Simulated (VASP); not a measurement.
# Ga (I4/mmm) in VASP: a series of runs

Runs on Ga. Level: PBE. Tasks: single point.

Program: VASP 6.6.1. These are calculated values, not measurements. Logs are shortened: lines on timing, memory, paths and dates and some standing lists are left out, and cuts for length are marked.

### 1 The structure

Symmetry: I4/mmm, No. 139, tetragonal system. The conventional cell has a = 2.769 Å, b = 2.769 Å, c = 4.622 Å, α = 90.00°, β = 90.00°, γ = 90.00°. Ga (site symmetry 4/mmm) is surrounded by 12 Ga at 2.77 to 3.03 Å.

This isn't the form of Ga at room conditions, which is orthorhombic.

### 2 Single point, PBE

File INCAR:

```
ADDGRID = False
ALGO = Normal
EDIFF = 1E-7
ENCUT = 400
GGA = PE
ISIF = 2
ISMEAR = 1
LASPH = True
LCHARG = False
LREAL = False
LWAVE = False
NELM = 100
PREC = Accurate
SIGMA = 0.15
```

File KPOINTS:

```
k-points
0
Gamma
  12 12 12
```

File POSCAR:

```
Ga
1.0
   -1.3843987196      1.3843987196      2.3112238365
    1.3843987196     -1.3843987196      2.3112238365
    1.3843987196      1.3843987196     -2.3112238365
Ga
1
Direct
    0.0000000000      0.0000000000      0.0000000000
```

Potentials or basis: VASP PAW PBE potentials, release 64 (Ga_d).

The run is started by

```bash
$ cat potpaw_PBE.64/Ga_d/POTCAR > POTCAR
$ mpirun -np 1 vasp_std > vasp.out
```

OUTCAR:

```text
EDIFF = 1E-7
   ENCUT = 400
   GGA = PE
   ISIF = 2
   ISMEAR = 1
   LASPH = True
   LREAL = False
   NELM = 100
   PREC = Accurate

 Found    163 irreducible k-points:

 Following reciprocal coordinates:
            Coordinates               Weight
  0.000000  0.000000  0.000000      1.000000
  0.083333  0.000000 -0.000000      8.000000
  0.166667  0.000000  0.000000      8.000000
  0.250000  0.000000 -0.000000      8.000000
  0.333333  0.000000  0.000000      8.000000
  0.416667  0.000000 -0.000000      8.000000
   k-points           NKPTS =    163   k-points in BZ     NKDIM =    163   number of bands    NBANDS=     10
   number of dos      NEDOS =    301   number of ions     NIONS =      1
   total plane-waves  NPLWV =   8000
   dimension x,y,z NGX =    20 NGY =   20 NGZ =   20
   dimension x,y,z NGXF=    40 NGYF=   40 NGZF=   40
   ions per type =               1
   NGX,Y,Z   is equivalent  to a cutoff of  10.98, 10.98, 10.98 a.u.
   NGXF,Y,Z  is equivalent  to a cutoff of  21.95, 21.95, 21.95 a.u.
 SYSTEM =  unknown system
   PREC   = accura    normal or accurate (medium, high low for compatibility)
   ISTART =      0    job   : 0-new  1-cont  2-samecut
   ICHARG =      2    charge: 1-file 2-atom 10-const
   ISPIN  =      1    spin polarized calculation?
   LNONCOLLINEAR =      F non collinear calculations
   LSORBIT =      F    spin-orbit coupling
   LASPH  =      T    aspherical Exc in radial PAW
   ENCUT  =  400.0 eV  29.40 Ry    5.42 a.u.   4.94  4.94  4.94*2*pi/ulx,y,z
   NELM   =    100;   NELMIN=  2; NELMDL= -5     # of ELM steps
   EDIFF  = 0.1E-06   stopping-criterion for ELM
   LREAL  =      F    real-space projection
   EDIFFG = 0.1E-05   stopping-criterion for IOM
   NSW    =      0    number of steps for IOM
   IBRION =     -1    ionic relax: 0-MD 1-quasi-New 2-CG
   NFREE  =      0    steps in history (QN), initial steepest desc. (CG)
   ISIF   =      2    stress and relaxation
   ISYM   =      2    0-nonsym 1-usesym 2-fastsym
   POTIM  = 0.5000    time-step for ionic-motion
   TEBEG  =    0.0;   TEEND  =   0.0 temperature during run
   PSTRESS=    0.0 pullay stress
   NELECT =      13.0000    total number of electrons
   NUPDOWN=      -1.0000    fix difference up-down
   EMIN   =  10.00;   EMAX   =-10.00  energy-range for DOS
   EFERMI =   0.00;   METHOD = LEGACY
   ISMEAR =     1;   SIGMA  =   0.15  broadening in eV -4-tet -1-fermi 0-gaus
   EFERMI_NEDOS =   21; number of points for ismear=-14 and -15
   IALGO  =     38    algorithm
   IMIX   =      4    mixing-type and parameters
     AMIX     =   0.40;   BMIX     =  1.00
     AMIX_MAG =   1.60;   BMIX_MAG =  1.00
  volume/ion in A,a.u.               =      17.72       119.57
  Fermi-wavevector in a.u.,A,eV,Ry     =   1.476549  2.790273 29.663375  2.180197
  Thomas-Fermi vector in A             =   2.591062
   LORBIT       =      0    0 simple, 1 ext, 2 COOP (PROOUT), +10 PAW based schemes
   GGA     = PE    functional components
   LHFCALC =     F    Hartree Fock is set to
   AEXX    =    0.0000 exact exchange contribution
   IVDW    =     0    specifies the selected vdW correction
   LEPSILON=     F    determine dielectric tensor
   LRPA    =     F    only Hartree local field effects (RPA)
 non-spin polarized calculation
 Methfessel and Paxton  Order N= 1 SIGMA  =   0.15
  energy-cutoff  :      400.00
  volume of cell :       17.72
 maximum number of plane-waves:       344
   NGX =  9   NGY =  9   NGZ =  9

 number of electron      13.0000008 magnetization

 Free energy of the ion-electron system (eV)
  ---------------------------------------------------
  ext. energy  EPLUGINS =         0.00000000
  ---------------------------------------------------
  free energy    TOTEN  =        -2.87006550 eV

  energy without entropy =       -2.86962803  energy(sigma->0) =       -2.86991968

 E-fermi :   6.1981     XC(G=0): -11.3326

 val. band max:        6.1297674972   @ k =  -0.3333   0.3333   0.2500
 cond. band min:       6.2044457045   @ k =   0.3333   0.2500  -0.0000
 fundamental gap:      0.0746782073
 Fermi energy:         6.1981147904

 k-point     1 :       0.0000    0.0000    0.0000
  band No.  band energies     occupation
      1      -8.9515      2.00000
      2      -8.7927      2.00000
      3      -8.7564      2.00000
      4      -8.7564      2.00000
      5      -8.5935      2.00000
      6      -5.3849      2.00000
      7      18.8461      0.00000
      8      19.1551      0.00000
      9      19.1551      0.00000
     10      22.5202      0.00000

 k-point     2 :       0.0833    0.0000   -0.0000
  band No.  band energies     occupation
      1      -8.9390      2.00000
      2      -8.7893      2.00000
      3      -8.7598      2.00000
      4      -8.7489      2.00000
      5      -8.5999      2.00000
      6      -5.1960      2.00000
      7      16.9882      0.00000
      8      18.2370      0.00000
      9      18.9956      0.00000
     10      21.4308      0.00000

 k-point     3 :       0.1667    0.0000    0.0000
  band No.  band energies     occupation
      1      -8.9156      2.00000
      2      -8.8005      2.00000
      3      -8.7426      2.00000
      4      -8.7306      2.00000
      5      -8.6152      2.00000
      6      -4.6240      2.00000
      7      13.5081      0.00000
      8      16.9698      0.00000
      9      18.7053      0.00000
     10      20.3950      0.00000

 k-point     4 :       0.2500    0.0000   -0.0000
  band No.  band energies     occupation
      1      -8.9028      2.00000
      2      -8.8357      2.00000
      3      -8.7165      2.00000
      4      -8.6852      2.00000
      5      -8.6253      2.00000
      6      -3.6606      2.00000
      7      10.0833      0.00000
      8      15.7722      0.00000
      9      18.5182      0.00000
     10      19.3914      0.00000

 k-point     5 :       0.3333    0.0000    0.0000
  band No.  band energies     occupation
      1      -8.9032      2.00000
      2      -8.8748      2.00000
      3      -8.7225      2.00000
      4      -8.6148      2.00000
      5      -8.6145      2.00000
      6      -2.3049      2.00000
      7       6.9267     -0.00000
      8      14.8448      0.00000
      9      18.5076      0.00000
     10      18.6386      0.00000

 k-point     6 :       0.4167    0.0000   -0.0000
  band No.  band energies     occupation
      1      -8.9155      2.00000
      2      -8.8968      2.00000
      3      -8.7362      2.00000
      4      -8.5977      2.00000
      5      -8.5587      2.00000
      6      -0.5687      2.00000
      7       4.1001      2.00000
      8      14.2643      0.00000
      9      18.1848      0.00000
     10      18.6187      0.00000

 [... further k-points ...]

------------------------ aborting loop because EDIFF is reached ----------------------------------------

  FORCE on cell =-STRESS in cart. coord.  units (eV):
  Direction    XX          YY          ZZ          XY          YZ          ZX
  --------------------------------------------------------------------------------------
  -------------------------------------------------------------------------------------
  Total        0.3204124      0.3204124      0.5188542      0.0000000     -0.0000000      0.0000000
  in kB       28.9731368     28.9731368     46.9171374      0.0000000     -0.0000000      0.0000000
  external PRESSURE =      34.9544704 kB  Pullay stress =       0.0000000 kB

 VOLUME and BASIS-vectors are now :
 -----------------------------------------------------------------------------
  energy-cutoff  :      400.00
  volume of cell :       17.72
      direct lattice vectors                 reciprocal lattice vectors
    -1.384398720  1.384398720  2.311223836     0.000000000  0.361167627  0.216335602
     1.384398720 -1.384398720  2.311223836     0.361167627  0.000000000  0.216335602
     1.384398720  1.384398720 -2.311223836     0.361167627  0.361167627  0.000000000

 POSITION                                       TOTAL-FORCE (eV/Angst)
 -----------------------------------------------------------------------------------
      0.00000      0.00000      0.00000        -0.000000     -0.000000      0.000000
 -----------------------------------------------------------------------------------
    total drift:                                0.000000     -0.000000      0.000000

  FREE ENERGIE OF THE ION-ELECTRON SYSTEM (eV)
  ---------------------------------------------------
  free  energy   TOTEN  =        -2.8700655025 eV

  energy  without entropy=       -2.8696280307  energy(sigma->0) =       -2.86991968
```

Run time: 7.1 s. Hardware: 1 thread of Intel Xeon 6975P-C (Granite Rapids), shared host; peak memory 0.13 GiB.

These settings aren't checked as converged: the numbers below hold their error.

Results:

```yaml
Free_energy: -2.8701 eV
Pressure: 3.5 GPa
Band_gap_on_the_k_mesh: none (metal or under the smearing width)
```

### 3 Single point, PBE

Edit INCAR of step 2 so:

```diff
@@ -3,3 +3,3 @@
 EDIFF = 1E-7
-ENCUT = 400
+ENCUT = 300
 GGA = PE
```

File KPOINTS:

```
k-points
0
Gamma
  14 14 14
```

POSCAR is that of step 2.

Potentials or basis: VASP PAW PBE potentials, release 64 (Ga_d).

The run is started by

```bash
$ cat potpaw_PBE.64/Ga_d/POTCAR > POTCAR
$ mpirun -np 1 vasp_std > vasp.out
```

OUTCAR:

```text
EDIFF = 1E-7
   ENCUT = 300
   GGA = PE
   ISIF = 2
   ISMEAR = 1
   LASPH = True
   LREAL = False
   NELM = 100
   PREC = Accurate

 Found    244 irreducible k-points:

 Following reciprocal coordinates:
            Coordinates               Weight
  0.000000  0.000000  0.000000      1.000000
  0.071429  0.000000 -0.000000      8.000000
  0.142857 -0.000000  0.000000      8.000000
  0.214286  0.000000 -0.000000      8.000000
  0.285714  0.000000  0.000000      8.000000
  0.357143  0.000000 -0.000000      8.000000
   k-points           NKPTS =    244   k-points in BZ     NKDIM =    244   number of bands    NBANDS=     10
   number of dos      NEDOS =    301   number of ions     NIONS =      1
   total plane-waves  NPLWV =   5832
   dimension x,y,z NGX =    18 NGY =   18 NGZ =   18
   dimension x,y,z NGXF=    36 NGYF=   36 NGZF=   36
   ions per type =               1
   NGX,Y,Z   is equivalent  to a cutoff of   9.88,  9.88,  9.88 a.u.
   NGXF,Y,Z  is equivalent  to a cutoff of  19.76, 19.76, 19.76 a.u.
 SYSTEM =  unknown system
   PREC   = accura    normal or accurate (medium, high low for compatibility)
   ISTART =      0    job   : 0-new  1-cont  2-samecut
   ICHARG =      2    charge: 1-file 2-atom 10-const
   ISPIN  =      1    spin polarized calculation?
   LNONCOLLINEAR =      F non collinear calculations
   LSORBIT =      F    spin-orbit coupling
   LASPH  =      T    aspherical Exc in radial PAW
   ENCUT  =  300.0 eV  22.05 Ry    4.70 a.u.   4.28  4.28  4.28*2*pi/ulx,y,z
   NELM   =    100;   NELMIN=  2; NELMDL= -5     # of ELM steps
   EDIFF  = 0.1E-06   stopping-criterion for ELM
   LREAL  =      F    real-space projection
   EDIFFG = 0.1E-05   stopping-criterion for IOM
   NSW    =      0    number of steps for IOM
   IBRION =     -1    ionic relax: 0-MD 1-quasi-New 2-CG
   NFREE  =      0    steps in history (QN), initial steepest desc. (CG)
   ISIF   =      2    stress and relaxation
   ISYM   =      2    0-nonsym 1-usesym 2-fastsym
   POTIM  = 0.5000    time-step for ionic-motion
   TEBEG  =    0.0;   TEEND  =   0.0 temperature during run
   PSTRESS=    0.0 pullay stress
   NELECT =      13.0000    total number of electrons
   NUPDOWN=      -1.0000    fix difference up-down
   EMIN   =  10.00;   EMAX   =-10.00  energy-range for DOS
   EFERMI =   0.00;   METHOD = LEGACY
   ISMEAR =     1;   SIGMA  =   0.15  broadening in eV -4-tet -1-fermi 0-gaus
   EFERMI_NEDOS =   21; number of points for ismear=-14 and -15
   IALGO  =     38    algorithm
   IMIX   =      4    mixing-type and parameters
     AMIX     =   0.40;   BMIX     =  1.00
     AMIX_MAG =   1.60;   BMIX_MAG =  1.00
  volume/ion in A,a.u.               =      17.72       119.57
  Fermi-wavevector in a.u.,A,eV,Ry     =   1.476549  2.790273 29.663375  2.180197
  Thomas-Fermi vector in A             =   2.591062
   LORBIT       =      0    0 simple, 1 ext, 2 COOP (PROOUT), +10 PAW based schemes
   GGA     = PE    functional components
   LHFCALC =     F    Hartree Fock is set to
   AEXX    =    0.0000 exact exchange contribution
   IVDW    =     0    specifies the selected vdW correction
   LEPSILON=     F    determine dielectric tensor
   LRPA    =     F    only Hartree local field effects (RPA)
 non-spin polarized calculation
 Methfessel and Paxton  Order N= 1 SIGMA  =   0.15
  energy-cutoff  :      300.00
  volume of cell :       17.72
 maximum number of plane-waves:       222
 NGX is ok and might be reduce to    18
   NGX =  9   NGY =  9   NGZ =  9

 number of electron      12.9999979 magnetization

 Free energy of the ion-electron system (eV)
  ---------------------------------------------------
  ext. energy  EPLUGINS =         0.00000000
  ---------------------------------------------------
  free energy    TOTEN  =        -2.87136185 eV

  energy without entropy =       -2.87125697  energy(sigma->0) =       -2.87132689

 E-fermi :   6.1494     XC(G=0): -11.3335

 val. band max:        6.1450693581   @ k =  -0.4286   0.5000   0.0714
 cond. band min:       6.1685309204   @ k =  -0.3571   0.4286   0.2143
 fundamental gap:      0.0234615623
 Fermi energy:         6.1494028945

 k-point     1 :       0.0000    0.0000    0.0000
  band No.  band energies     occupation
      1      -8.9404      2.00000
      2      -8.7805      2.00000
      3      -8.7452      2.00000
      4      -8.7452      2.00000
      5      -8.5823      2.00000
      6      -5.3859      2.00000
      7      18.8453      0.00000
      8      19.1527      0.00000
      9      19.1527      0.00000
     10      22.5218      0.00000
[... 53 lines left out ...]
 k-point     6 :       0.3571    0.0000   -0.0000
  band No.  band energies     occupation
      1      -8.8944      2.00000
      2      -8.8725      2.00000
      3      -8.7157      2.00000
      4      -8.5979      2.00000
      5      -8.5841      2.00000
      6      -1.8476      2.00000
      7       6.0826      1.67730
      8      14.6402      0.00000
      9      18.4785      0.00000
     10      18.5305      0.00000

 [... further k-points ...]

------------------------ aborting loop because EDIFF is reached ----------------------------------------

  FORCE on cell =-STRESS in cart. coord.  units (eV):
  Direction    XX          YY          ZZ          XY          YZ          ZX
  --------------------------------------------------------------------------------------
  -------------------------------------------------------------------------------------
  Total        0.4291474      0.4291474      0.3807047      0.0000000      0.0000000      0.0000000
  in kB       38.8054450     38.8054450     34.4250380      0.0000000      0.0000000      0.0000000
  external PRESSURE =      37.3453093 kB  Pullay stress =       0.0000000 kB

 VOLUME and BASIS-vectors are now :
 -----------------------------------------------------------------------------
  energy-cutoff  :      300.00
  volume of cell :       17.72
      direct lattice vectors                 reciprocal lattice vectors
    -1.384398720  1.384398720  2.311223836     0.000000000  0.361167627  0.216335602
     1.384398720 -1.384398720  2.311223836     0.361167627  0.000000000  0.216335602
     1.384398720  1.384398720 -2.311223836     0.361167627  0.361167627  0.000000000

 POSITION                                       TOTAL-FORCE (eV/Angst)
 -----------------------------------------------------------------------------------
      0.00000      0.00000      0.00000        -0.000000     -0.000000     -0.000000
 -----------------------------------------------------------------------------------
    total drift:                                0.000000      0.000000      0.000000

  FREE ENERGIE OF THE ION-ELECTRON SYSTEM (eV)
  ---------------------------------------------------
  free  energy   TOTEN  =        -2.8713618531 eV

  energy  without entropy=       -2.8712569742  energy(sigma->0) =       -2.87132689
```

stdout:

```text
POSCAR found type information on POSCAR Ga
 POSCAR found :  1 types and       1 ions
 scaLAPACK will be used
 LDA part: xc-table for (Slater+PW92), standard interpolation
 POSCAR, INCAR and KPOINTS ok, starting setup
 FFT: planning ... GRIDC
 FFT: planning ... GRID_SOFT
 FFT: planning ... GRID
 WAVECAR not read
 entering main loop
```

Run time: 8 s. Hardware: 1 thread of Intel Xeon 6975P-C (Granite Rapids), shared host; peak memory 0.13 GiB.

The run converged, but some of its settings lie outside the range that counts as converged, so its numbers aren't taken as properties of the crystal.

What came out:

```
Free energy            : -2.8714 eV
Band gap on the k mesh : none (metal or under the smearing width)
```

Caveat: the cutoff is under 1.25 times the usual one of these potentials, so pressure, stress and relaxed cells hold a basis-set (Pulay) error.

### 4 Single point, PBE

Edit INCAR of step 3 so:

```diff
@@ -3,3 +3,3 @@
 EDIFF = 1E-7
-ENCUT = 300
+ENCUT = 450
 GGA = PE
```

File KPOINTS:

```
k-points
0
Gamma
  12 12 12
```

POSCAR is that of step 3.

The run is started by

```bash
$ cat potpaw_PBE.64/Ga_d/POTCAR > POTCAR
$ mpirun -np 1 vasp_std > vasp.out
```

Run time: 7.5 s. Hardware: 1 thread of Intel Xeon 6975P-C (Granite Rapids), shared host; peak memory 0.15 GiB.

These settings aren't checked as converged: the numbers below hold their error.

What came out:

```yaml
Free_energy: -2.8706 eV
Pressure: 3.8 GPa
Band_gap_on_the_k_mesh: none (metal or under the smearing width)
```

[end of part 1 of 2]
